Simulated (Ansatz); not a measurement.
Crystal: CuCl2.

```
Cu Cl
1.0
     4.52065    0.00000    0.00000
     0.00000    4.52065    0.00000
     0.00000    0.00000    4.31771
Cu Cl
1 2
Direct
  0.00000 0.00000 0.00000
  0.00000 0.50000 0.00000
  0.50000 0.00000 0.00000
```

Measurements of this composition are mostly on another form, of space group No. 12.

- Program: Ansatz 0.2.0
- Task: relaxation of cell and atoms
- Functional: r2SCAN
- Potentials or basis: Ansatz PAW
- Cutoff: 500 eV (not typed: the program's choice for these potentials)
- k mesh: 6 × 6 × 6
- Occupations: fermi-dirac, width 0.05 eV
- Spin: no spin polarisation
- Hubbard terms: Cu d U = 1 eV

At the start: volume 29.41 Å³/atom.

Question: How do energy, volume and symmetry change on relaxing?

Answer: It ends after 8 steps and the volume is 26.93 Å³/atom (-8.4 %); space group P4/mmm (No. 123, to 0.05 Å).

Step by step:
```
step  energy change (eV)  largest force (eV/Å)  volume (Å³)
   1              0.0000                0.0000        88.24
   2             -0.0034                0.0000        87.17
   3             -0.0062                0.0000        84.97
   4             -0.0075                0.0000        83.67
   5             -0.0098                0.0000        79.40
   6             -0.0102                0.0000        80.41
   7             -0.0102                0.0000        80.80
   8             -0.0093                0.0000        80.80
```

Final structure:
```
Cu Cl
1.0
     4.49250    0.00000    0.00000
     0.00000    4.49250    0.00000
     0.00000    0.00000    4.00340
Cu Cl
1 2
Direct
  0.00000 0.00000 0.00000
  0.00000 0.50000 0.00000
  0.50000 0.00000 0.00000
```

Caveat: the plane-wave basis is chosen anew once the cell has moved, so the energies of steps on either side of that aren't comparable; an odd number of electrons without spin polarisation forces a metal; a magnetic or distorted state may lie lower; the run has no spin polarisation, though such a crystal can be magnetic; U without spin polarisation on a metal has little footing; the PAW data sets come from PBE, with cores solved anew for the run's functional, which leaves a small shift of forces and pressure.
